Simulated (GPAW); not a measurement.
A run of GPAW 26.7.0 is set up as follows.

Contents of run.py:

```python
from ase import Atoms
from ase.filters import FrechetCellFilter
from ase.io import write
from ase.optimize import BFGS
from ase.units import GPa
from gpaw import GPAW, PW, setup_paths

setup_paths.insert(0, '.')

atoms = Atoms(['Pt', 'Pt', 'Ti', 'Ti', 'Ti', 'Ti', 'Ti', 'Ti'],
              cell=[[5.03, 0.0, 0.0],
                    [0.0, 5.03, 0.0],
                    [0.0, 0.0, 5.03]],
              scaled_positions=[[0.5, 0.5, 0.5],
                                [0.0, 0.0, 0.0],
                                [0.0, 0.5, 0.25],
                                [0.0, 0.5, 0.75],
                                [0.5, 0.25, 0.0],
                                [0.75, 0.0, 0.5],
                                [0.5, 0.75, 0.0],
                                [0.25, 0.0, 0.5]],
              pbc=True)

calc = GPAW(mode=PW(600),
            xc='PBEsol',
            kpts={'size': (4, 4, 4), 'gamma': True},
            occupations={'name': 'fermi-dirac', 'width': 0.05},
            nbands=89,
            convergence={'density': 1e-05, 'forces': 0.0001},
            maxiter=150,
            txt='gpaw.txt')
atoms.calc = calc
opt = BFGS(FrechetCellFilter(atoms, scalar_pressure=20 * GPa), trajectory='relax.traj', logfile='-')
done = opt.run(fmax=0.02, steps=60)
calc.write('gs.gpw')
write('result.traj', atoms)
print('Converged:', done)
print('Cell:', atoms.cell.cellpar().round(4))
print('Volume:', round(atoms.get_volume(), 4))
print(atoms.get_scaled_positions().round(5))
```

Potentials or basis: PAW data sets generated in the run's folder for this functional, pw.

Run with:

```console
$ gpaw-setup -f PBEsol Pt Ti
$ OMP_NUM_THREADS=1 python run.py
```

(1) Predict the relaxed cell.

(2) Predict the relaxed volume.

Results:

(1) a = 4.826 Å, b = 4.826 Å, c = 4.826 Å, α = 90.00°, β = 90.00°, γ = 90.00°.

(2) 14.05 Å³/atom.

Caveat: later steps reuse the first step's grids.
